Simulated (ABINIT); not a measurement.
# Al (Im-3m) in ABINIT: equation of state

Aim: energy against volume of Al in PBE, for its equilibrium volume and stiffness.

All numbers are computed with ABINIT 10.8.3 (patched build); they aren't measurements. Logs are shortened: lines on timing, memory, paths and dates and some standing lists are left out, and cuts for length are marked. The log counts tension as positive stress, the text compression.

**1. The structure**

Symmetry: Im-3m, No. 229, cubic system. Conventional cell: a = 3.182 Å, b = 3.182 Å, c = 3.182 Å, α = 90.00°, β = 90.00°, γ = 90.00°. Around Al (site symmetry m-3m) lie 8 Al at 2.76 Å.

This isn't the form of Al at room conditions, which is fcc.

**2. Equation of state, PBE**

run.abi

```
# Datasets: one volume each
ndtset 7
getwfk -1
scalecart1 3*0.9795861087
scalecart2 3*0.9864848297
scalecart3 3*0.9932883884
scalecart4 3*1.0000000000
scalecart5 3*1.0066227096
scalecart6 3*1.0131594038
scalecart7 3*1.0196128224

# Pseudopotentials
pp_dirpath "./"
pseudos "Al.GGA_PBE-JTH.xml"

# Structure
acell 3*1.0
rprim
    -3.0069675285     3.0069675285     3.0069675285
     3.0069675285    -3.0069675285     3.0069675285
     3.0069675285     3.0069675285    -3.0069675285
ntypat 1
znucl 13
natom 1
typat 1
xred
     0.0000000000     0.0000000000     0.0000000000

# Plane-wave basis
ecut 408.170794 eV
pawecutdg 30.0

# k points
kptopt 1
ngkpt 12 12 12
nshiftk 1
shiftk 0.0 0.0 0.0

# Exchange and correlation
ixc 11

# Bands and occupations
nband 6
occopt 3
tsmear 0.05 eV

# SCF cycle
nstep 100
tolvrs 1.0e-9

# Output
iomode 3
prtwf 1
prtden 0
prteig 0
prtebands 0
enunit 1
```

Potentials or basis: JTH PAW PBE v2.0.

The run is started by

```sh
abinit run.abi > log 2>&1
```

run.abo:

```text
.Version 10.8.3 of ABINIT
 DATASET    1 : space group Im -3 m (#229); Bravais cI (body-center cubic)
================================================================================
 Values of the parameters that define the memory need for DATASET  1.
     intxc =       0    ionmov =       0      iscf =      17    lmnmax =       8
     lnmax =       4     mgfft =      18  mpssoang =       2    mqgrid =    3001
     natom =       1  nloc_mem =       2    nspden =       1   nspinor =       1
    nsppol =       1      nsym =      48    n1xccc =       1    ntypat =       1
    occopt =       3   xclevel =       2
       mpw =         301          nfft =        5832          nkpt =          72
 PAW method is used; the additional fine FFT grid is defined by:
   mgfftf=        27    nfftf =     19683
================================================================================
================================================================================
[... 71 lines left out ...]
 DATASET    7 : space group Im -3 m (#229); Bravais cI (body-center cubic)
================================================================================
 Values of the parameters that define the memory need for DATASET  7.
     intxc =       0    ionmov =       0      iscf =      17    lmnmax =       8
     lnmax =       4     mgfft =      20  mpssoang =       2    mqgrid =    3001
     natom =       1  nloc_mem =       2    nspden =       1   nspinor =       1
    nsppol =       1      nsym =      48    n1xccc =       1    ntypat =       1
    occopt =       3   xclevel =       2
       mpw =         331          nfft =        8000          nkpt =          72
 PAW method is used; the additional fine FFT grid is defined by:
   mgfftf=        30    nfftf =     27000
================================================================================
================================================================================

--------------------------------------------------------------------------------
------------- Echo of variables that govern the present computation ------------
--------------------------------------------------------------------------------
 -outvars: echo values of preprocessed input variables --------
            acell      1.0000000000E+00  1.0000000000E+00  1.0000000000E+00 Bohr
              amu      2.69815390E+01
             ecut      1.50000000E+01 Hartree
           enunit           1
           getwfk          -1
                       outvar_i_n : Printing only first  50 k-points.
              ixc          11
           jdtset        1    2    3    4    5    6    7
                       outvar_i_n : Printing only first  50 k-points.
         kptrlatt       12    0    0      0   12    0      0    0   12
          kptrlen1     6.12228059E+01
          kptrlen2     6.16539666E+01
          kptrlen3     6.20791798E+01
          kptrlen4     6.24986464E+01
          kptrlen5     6.29125568E+01
          kptrlen6     6.33210914E+01
          kptrlen7     6.37244213E+01
            natom           1
            nband           6
           ndtset           7
            ngfft1         18      18      18
            ngfft2         18      18      18
            ngfft3         20      20      20
            ngfft4         20      20      20
            ngfft5         20      20      20
            ngfft6         20      20      20
            ngfft7         20      20      20
          ngfftdg1         27      27      27
          ngfftdg2         27      27      27
          ngfftdg3         27      27      27
          ngfftdg4         27      27      27
          ngfftdg5         27      27      27
          ngfftdg6         27      27      27
          ngfftdg7         30      30      30
             nkpt          72
            nstep         100
             nsym          48
           ntypat           1
                       prtocc : prtvol=0, do not print more k-points.
           occopt           3
        pawecutdg      3.00000000E+01 Hartree
         pawxcdev           0
           prtden           0
        prtebands           0
           prteig           0
            rprim1    -2.9455836202E+00  2.9455836202E+00  2.9455836202E+00
                       2.9455836202E+00 -2.9455836202E+00  2.9455836202E+00
                       2.9455836202E+00  2.9455836202E+00 -2.9455836202E+00
            rprim2    -2.9663278503E+00  2.9663278503E+00  2.9663278503E+00
                       2.9663278503E+00 -2.9663278503E+00  2.9663278503E+00
                       2.9663278503E+00  2.9663278503E+00 -2.9663278503E+00
            rprim3    -2.9867859304E+00  2.9867859304E+00  2.9867859304E+00
                       2.9867859304E+00 -2.9867859304E+00  2.9867859304E+00
                       2.9867859304E+00  2.9867859304E+00 -2.9867859304E+00
            rprim4    -3.0069675285E+00  3.0069675285E+00  3.0069675285E+00
                       3.0069675285E+00 -3.0069675285E+00  3.0069675285E+00
                       3.0069675285E+00  3.0069675285E+00 -3.0069675285E+00
            rprim5    -3.0268818012E+00  3.0268818012E+00  3.0268818012E+00
                       3.0268818012E+00 -3.0268818012E+00  3.0268818012E+00
                       3.0268818012E+00  3.0268818012E+00 -3.0268818012E+00
            rprim6    -3.0465374284E+00  3.0465374284E+00  3.0465374284E+00
                       3.0465374284E+00 -3.0465374284E+00  3.0465374284E+00
                       3.0465374284E+00  3.0465374284E+00 -3.0465374284E+00
            rprim7    -3.0659426486E+00  3.0659426486E+00  3.0659426486E+00
                       3.0659426486E+00 -3.0659426486E+00  3.0659426486E+00
                       3.0659426486E+00  3.0659426486E+00 -3.0659426486E+00
          spgroup         229
           tolvrs      1.00000000E-09
           tsmear      1.83746611E-03 Hartree
            typat      1
           useylm           1
                       outvars : Printing only first  50 k-points.
            znucl       13.00000

================================================================================

 chkinp: Checking input parameters for consistency, jdtset=   1.

 chkinp: Checking input parameters for consistency, jdtset=   2.
[... 40 lines left out ...]
 getcut: wavevector=  0.0000  0.0000  0.0000  ngfft=  27  27  27
         ecut(hartree)=     30.000   => boxcut(ratio)=   2.06994

--- Pseudopotential description ------------------------------------------------
- pspini: atom type   1  psp file is ./Al.GGA_PBE-JTH.xml
 Pseudopotential format is: paw10
 basis_size (lnmax)=  4 (lmn_size=  8), orbitals=   0   0   1   1
 Spheres core radius: rc_sph= 1.90363307
 Shapefunction is SIN type: shapef(r)=[sin(pi*r/rshp)/(pi*r/rshp)]**2
 Radius for shape functions =  1.60786206
 Compensation charge density is not taken into account in XC energy/potential

  -1.09563711E+01                                ecore*ucvol(ha*bohr**3)
--------------------------------------------------------------------------------

[... 325 lines left out ...]
 getcut: wavevector=  0.0000  0.0000  0.0000  ngfft=  20  20  20
         ecut(hartree)=     15.000   => boxcut(ratio)=   2.22299

 getcut : COMMENT -
  Note that boxcut > 2.2 ; recall that boxcut=Gcut(box)/Gcut(sphere) = 2
  is sufficient for exact treatment of convolution.
  Such a large boxcut is a waste : you could raise ecut
  e.g. ecut=   18.531320 Hartrees makes boxcut=2

 Fine grid specifications (used for densities):

 getcut: wavevector=  0.0000  0.0000  0.0000  ngfft=  27  27  27
         ecut(hartree)=     30.000   => boxcut(ratio)=   2.04138
--------------------------------------------------------------------------------
[... 159 lines left out ...]
 getcut: wavevector=  0.0000  0.0000  0.0000  ngfft=  20  20  20
         ecut(hartree)=     15.000   => boxcut(ratio)=   2.20807

 getcut : COMMENT -
  Note that boxcut > 2.2 ; recall that boxcut=Gcut(box)/Gcut(sphere) = 2
  is sufficient for exact treatment of convolution.
  Such a large boxcut is a waste : you could raise ecut
  e.g. ecut=   18.283405 Hartrees makes boxcut=2

 Fine grid specifications (used for densities):

 getcut: wavevector=  0.0000  0.0000  0.0000  ngfft=  27  27  27
         ecut(hartree)=     30.000   => boxcut(ratio)=   2.02768
--------------------------------------------------------------------------------
[... 498 lines left out ...]
 getcut: wavevector=  0.0000  0.0000  0.0000  ngfft=  30  30  30
         ecut(hartree)=     30.000   => boxcut(ratio)=   2.29124

 getcut : COMMENT -
  Note that boxcut > 2.2 ; recall that boxcut=Gcut(box)/Gcut(sphere) = 2
  is sufficient for exact treatment of convolution.
  Such a large boxcut is a waste : you could raise ecut
  e.g. ecut=   39.373404 Hartrees makes boxcut=2

--------------------------------------------------------------------------------

-inwffil : will read wavefunctions from disk file runo_DS6_WFK.nc

================================================================================
[... 124 lines left out ...]
-Cartesian components of stress tensor (GPa)         [Pressure= -7.0628E-01 GPa]
- sigma(1 1)=  7.06282781E-01  sigma(3 2)=  0.00000000E+00
- sigma(2 2)=  7.06282781E-01  sigma(3 1)=  0.00000000E+00
- sigma(3 3)=  7.06282781E-01  sigma(2 1)=  0.00000000E+00

== END DATASET(S) ==============================================================
================================================================================

 -outvars: echo values of variables after computation  --------
            acell      1.0000000000E+00  1.0000000000E+00  1.0000000000E+00 Bohr
           etotal1    -2.0996049011E+00
           etotal2    -2.1002414032E+00
           etotal3    -2.1007255012E+00
           etotal4    -2.1010721145E+00
           etotal5    -2.1012932557E+00
           etotal6    -2.1013998844E+00
           etotal7    -2.1014030530E+00
            fcart1    -0.0000000000E+00 -0.0000000000E+00 -0.0000000000E+00
            fcart2    -0.0000000000E+00 -0.0000000000E+00 -0.0000000000E+00
            fcart3    -0.0000000000E+00 -0.0000000000E+00 -0.0000000000E+00
            fcart4    -0.0000000000E+00 -0.0000000000E+00 -0.0000000000E+00
            fcart5    -0.0000000000E+00 -0.0000000000E+00 -0.0000000000E+00
            fcart6    -0.0000000000E+00 -0.0000000000E+00 -0.0000000000E+00
            fcart7    -0.0000000000E+00 -0.0000000000E+00 -0.0000000000E+00
            rprim1    -2.9455836202E+00  2.9455836202E+00  2.9455836202E+00
                       2.9455836202E+00 -2.9455836202E+00  2.9455836202E+00
                       2.9455836202E+00  2.9455836202E+00 -2.9455836202E+00
[... 17 lines left out ...]
                       3.0659426486E+00  3.0659426486E+00 -3.0659426486E+00
           strten1    -3.2555562143E-04 -3.2555562143E-04 -3.2555562143E-04
                       0.0000000000E+00  0.0000000000E+00  0.0000000000E+00
           strten2    -2.5185721765E-04 -2.5185721765E-04 -2.5185721765E-04
                       0.0000000000E+00  0.0000000000E+00  0.0000000000E+00
           strten3    -1.8569529355E-04 -1.8569529355E-04 -1.8569529355E-04
                       0.0000000000E+00  0.0000000000E+00  0.0000000000E+00
           strten4    -1.2573390401E-04 -1.2573390401E-04 -1.2573390401E-04
                       0.0000000000E+00  0.0000000000E+00  0.0000000000E+00
           strten5    -7.1013089272E-05 -7.1013089272E-05 -7.1013089272E-05
                       0.0000000000E+00  0.0000000000E+00  0.0000000000E+00
           strten6    -2.1159339588E-05 -2.1159339588E-05 -2.1159339588E-05
                       0.0000000000E+00  0.0000000000E+00  0.0000000000E+00
           strten7     2.4006063776E-05  2.4006063776E-05  2.4006063776E-05
                       0.0000000000E+00  0.0000000000E+00  0.0000000000E+00
 Calculation completed.
```

Run time: 17 s. Hardware: 1 thread of Arm Neoverse V1, shared host; peak memory 0.11 GiB.

What came out:

```
Equilibrium volume                      : 16.93 Å³/atom
Bulk modulus                            : 70 GPa
Pressure derivative of the bulk modulus : 3.9
```

Energy against volume, from the lowest point:
```
volume (Å³/atom)  energy (meV/atom)
          15.149              48.93
          15.471              31.61
          15.793              18.44
          16.116               9.01
          16.438               2.99
          16.760               0.09
          17.083               0.00
```

Caveat: pressures at fixed basis lie under the slope of the energies.
